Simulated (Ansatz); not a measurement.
TiAl3 under changes of volume

One of the cells (15.634 Å³/atom); the others are scaled copies at fixed shape and fractional positions:

```xyz
4
Lattice="-1.9111 1.9111 4.2807 1.9111 -1.9111 4.2807 1.9111 1.9111 -4.2807" Properties=species:S:1:pos:R:3 pbc="T T T"
Ti    0.0000    0.0000    0.0000
Al    1.9111    0.0000    2.1403
Al    0.0000    1.9111    2.1403
Al    0.0000    0.0000    4.2807
```

The cell comes from a database or a generator and needn't be the stable form of this composition.

- Program: Ansatz 0.2.0
- Functional: PBEsol
- Potentials or basis: all-electron LAPW, scalar-relativistic
- Cutoff: 196 eV (chosen from the basis error)
- Basis error allowed: 0.002 eV/atom
- k mesh: 10 × 10 × 10
- Occupations: fermi-dirac, width 0.05 eV
- Spin: no spin polarisation

| volume (Å³/atom) | energy over the lowest point (meV/atom) | pressure (GPa) |
| --- | --- | --- |
| 14.696 | ? | ? |
| 15.009 | 6.98 | 4.3 |
| 15.322 | 1.13 | 1.8 |
| 15.634 | 0.00 | -0.5 |
| 15.947 | 3.13 | -2.6 |
| 16.260 | 10.11 | -4.5 |
| 16.572 | 20.56 | -6.2 |

**Question.** What does the run at 14.696 Å³/atom give?

**Answer.** Energy over the lowest point 18.06 meV/atom; pressure 7.1 GPa.

Worked out: A Birch-Murnaghan fit of order 3 (a polynomial in V^(-2/3)) to the other rows has its minimum at 15.56 Å³/atom with B0 = V·E''(V) = 111 GPa and B' = 4.0 at fixed shape and positions, which overstates the stiffness. It gives 18.05 meV/atom at 14.696 Å³/atom, against the run's 18.06, and -dE/dV = 7.1 GPa, against 7.1.

Energies are extrapolated to zero smearing.
